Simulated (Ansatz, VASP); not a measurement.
**GaN in VASP and in Ansatz**

File POSCAR:

```
GaN
1.0
    0.0000000000      2.2489367673      2.1477346128
    2.2489367673      0.0000000000      2.1477346128
    2.2489367673      2.2489367673      0.0000000000
Ga N
1 1
Direct
    0.0000000000      0.0000000000      0.0000000000
    0.7500000000      0.7500000000      0.7500000000
```

Contents of INCAR.step1:

```
ALGO = Normal ; EDIFF = 1E-4
ENCUT = 520 ; GGA = PE
ISMEAR = 0 ; LASPH = True
LCHARG = False ; LREAL = False
LWAVE = True ; NBANDS = 16
NELM = 100 ; PREC = Accurate
SIGMA = 0.05
```

Contents of INCAR.step2:

```
ALGO = Normal ; EDIFF = 1E-6
ENCUT = 520 ; ISIF = 2
ISMEAR = 0 ; ISTART = 1
LASPH = True ; LCHARG = False
LMIXTAU = True ; LREAL = False
LWAVE = False ; METAGGA = R2SCAN
NBANDS = 16 ; NELM = 100
PREC = Accurate ; SIGMA = 0.05
```

File KPOINTS:

```
k-points
0
Gamma
  10 10 10
```

Input for Ansatz:

```yaml
crystal:
  lattice:
    - [0.0, 2.2489367673, 2.1477346128]
    - [2.2489367673, 0.0, 2.1477346128]
    - [2.2489367673, 2.2489367673, 0.0]
  atoms:
    - { symbol: Ga, position: [0.0, 0.0, 0.0] }
    - { symbol: "N", position: [0.75, 0.75, 0.75] }
basis:
  ecutwfc: 500
kpoints:
  mp_grid: { grid: [10, 10, 10] }
hamiltonian:
  xc: r2scan
scf:
  occupations: { method: gaussian, width: 0.05 }
output:
  forces: true
  stress: true
  eigenvalues: true
```

Change from the starting cell: strain -0.0450 x Voigt [0, 0, 1, 0, 0, 0], atoms carried along.

Alike in both runs: task single point; functional r2SCAN; k mesh 10 × 10 × 10; occupations gaussian, width 0.05 eV; no spin polarisation.

|  | VASP | Ansatz |
| --- | --- | --- |
| version | VASP 6.6.1 | Ansatz 0.2.0 |
| potentials or method | VASP PAW PBE potentials, release 64 (Ga_d, N) | scalar-relativistic, plane waves, PAW |
| plane-wave cutoff (eV) | 520 | 500 |
| valence electrons in the cell | 18 | 18 |

|  | VASP | Ansatz | Ansatz less VASP |
| --- | --- | --- | --- |
| gap on the k mesh at the Fermi level (eV) | 2.33 | 2.34 | +0.011 |
| least direct gap on the mesh (eV) | 2.33 | 2.34 | +0.011 |
| pressure (GPa) | 11.0 | 9.8 | -1.19 |
| largest component of the traceless stress (GPa) | 3.33 | 3.44 | +0.106 |

With one functional, cell and mesh, what is left measures potentials, basis and numerics.

Caveats: the PAW data sets were made with another functional, which shifts forces and pressure a little (VASP).
